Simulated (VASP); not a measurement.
Input of a VASP 6.6.1 run:

Contents of INCAR:

```
PREC = Accurate
ENCUT = 600
EDIFF = 1E-7
ISMEAR = -1
SIGMA = 0.05
LREAL = F
LASPH = T
NELM = 60
ALGO = Fast
ISIF = 3
LWAVE = F
LCHARG = F
GGA = PS
IVDW = 12
IBRION = 2
NSW = 40
EDIFFG = -0.02
```

File KPOINTS:

```
Automatic mesh
0
Gamma
  8 8 8
```

Contents of POSCAR:

```
ZnSe
1.0
    0.0000000000      2.8338000000      2.8338000000
    2.8338000000      0.0000000000      2.8338000000
    2.8338000000      2.8338000000      0.0000000000
Se Zn
1 1
Direct
    0.7500000000      0.7500000000      0.7500000000
    0.0000000000      0.0000000000      0.0000000000
```

Potentials or basis: VASP PAW PBE potentials, release 64 (Se, Zn).

The run is started by

```sh
$ cat potpaw_PBE.64/Se/POTCAR potpaw_PBE.64/Zn/POTCAR > POTCAR
$ mpirun -np 1 vasp_std > vasp.out
```

(1) What does it give for the space group after relaxing (to 0.05 Å)?

(2) Predict the relaxed cell.

(3) Predict the band gap on the k mesh.

## Answers

(1) F-43m (No. 216).

(2) a = 3.947 Å, b = 3.947 Å, c = 3.947 Å, α = 60.00°, β = 60.00°, γ = 60.00°.

(3) 1.36 eV, direct.
